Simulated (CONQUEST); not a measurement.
SiC (Moissanite):

```
Si C
1.0
     3.07600    0.00000    0.00000
     0.00000    5.04800    0.00000
     0.00000    0.00000    5.32779
Si C
4 4
Direct
  0.00000 0.50000 0.33333
  0.50000 0.50000 0.83333
  0.00000 0.00000 0.66667
  0.50000 0.00000 0.16667
  0.00000 0.88500 0.33333
  0.50000 0.88500 0.83333
  0.00000 0.38500 0.66667
  0.50000 0.38500 0.16667
```

Base run:

- Program: CONQUEST 1.3
- Functional: PBE
- Potentials or basis: PseudoDojo NC PBE, SZP, grid cutoff 120 Ha
- k mesh: 6 × 4 × 4
- Occupations: fermi-dirac, width 0.05 eV
- Spin: no spin polarisation

Its results: band gap on the k mesh 2.43 eV; pressure 12.9 GPa; largest force 0.924 eV/Å.

Q: The run is repeated on the same cell with these changes: potentials or basis from PseudoDojo NC PBE, SZP, grid cutoff 120 Ha to PseudoDojo NC PBE, DZ, grid cutoff 120 Ha. What comes out?

A: Band gap on the k mesh 2.83 eV; pressure 20.6 GPa; largest force 0.982 eV/Å.

Caveats: the atomic basis is small; the basis of atomic orbitals isn't converged, which shifts pressures, moduli and gaps; the box holds several primitive cells, so bands are folded and the points are those of the box's own zone (some runs); so large a pressure means that the cell lies far from this level's equilibrium, or that cutoff or potentials fall short (some runs).

A k mesh can miss the band edges.
